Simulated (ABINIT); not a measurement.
A run of ABINIT 10.8.3 (patched build) is set up as follows.

File run.abi:

```
pp_dirpath "./"
pseudos "Al.upf, N.upf"

acell 3*1.0 Angstrom
rprim
     0.0000000000     2.1839935596     2.1839935596
     2.1839935596     0.0000000000     2.1839935596
     2.1839935596     2.1839935596     0.0000000000
ntypat 2
znucl 13 7
natom 2
typat 1 2
xred
     0.0000000000     0.0000000000     0.0000000000
     0.2500000000     0.2500000000     0.2500000000

ecut 35.0

kptopt 1
ngkpt 8 8 8
nshiftk 1
shiftk 0.0 0.0 0.0

ixc 11

nband 6
occopt 1

nstep 100
tolvrs 1.0e-10
diemac 6.0

iomode 3
prtwf 0
prtden 0
prteig 0
prtebands 0
enunit 1
```

Potentials or basis: PseudoDojo NC SR PBE v0.4.1 standard.

The run is started by

```console
$ mpirun --bind-to none -np 8 abinit run.abi > log 2>&1
```

Problem. Estimate the band gap on the k mesh.

Solution. 3.33 eV, indirect (least direct gap 4.19 eV).

Problem. Predict the pressure.

Solution. 3.8 GPa.

A k mesh can miss the band edges. Expect the measured gap to be larger: semilocal functionals such as PBE lack the derivative discontinuity.
